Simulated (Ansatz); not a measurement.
The system is PbS.

```xyz
2
Lattice="3.6537 0.0000 0.0000 0.0000 3.6537 0.0000 0.0000 0.0000 3.6537" Properties=species:S:1:pos:R:3 pbc="T T T"
Pb    0.0000    0.0000    0.0000
S     1.8268    1.8268    1.8268
```

Measurements of this composition are mostly on another form, of space group No. 225.

```yaml
Program: Ansatz 0.2.0
Task: relaxation of cell and atoms
Functional: HSE03
Potentials_or_basis: Ansatz PAW
Cutoff: "420 eV (not typed: the program's choice for these potentials)"
k_mesh: 4 × 4 × 4
Occupations: fermi-dirac, width 0.05 eV
Spin: no spin polarisation
```

At the start: volume 24.39 Å³/atom.

Task: How do energy, volume and symmetry change on relaxing?

Result: It ends after 5 steps and the volume is 23.48 Å³/atom (-3.7 %); space group Pm-3m (No. 221, to 0.05 Å).

Step by step:
```
step  energy change (eV)  largest force (eV/Å)  volume (Å³)
   1              0.0000                0.0000        48.77
   2             -0.0119                0.0000        46.54
   3             -0.0126                0.0000        47.01
   4             -0.0126                0.0000        46.95
   5             -0.0124                0.0000        46.95
```

Final structure:
```
CELL_PARAMETERS angstrom
3.60760 0.00000 0.00000
0.00000 3.60760 0.00000
0.00000 0.00000 3.60760
ATOMIC_POSITIONS crystal
Pb 0.00000 0.00000 0.00000
S 0.50000 0.50000 0.50000
```

Caveat: the k mesh is coarse (spacing up to 0.43 Å⁻¹), so the values aren't converged, least of all with exact exchange; the plane-wave basis is chosen anew once the cell has moved, so the energies of steps on either side of that aren't comparable; the PAW data sets come from PBE, with cores solved anew for the run's functional, which leaves a small shift of forces and pressure.
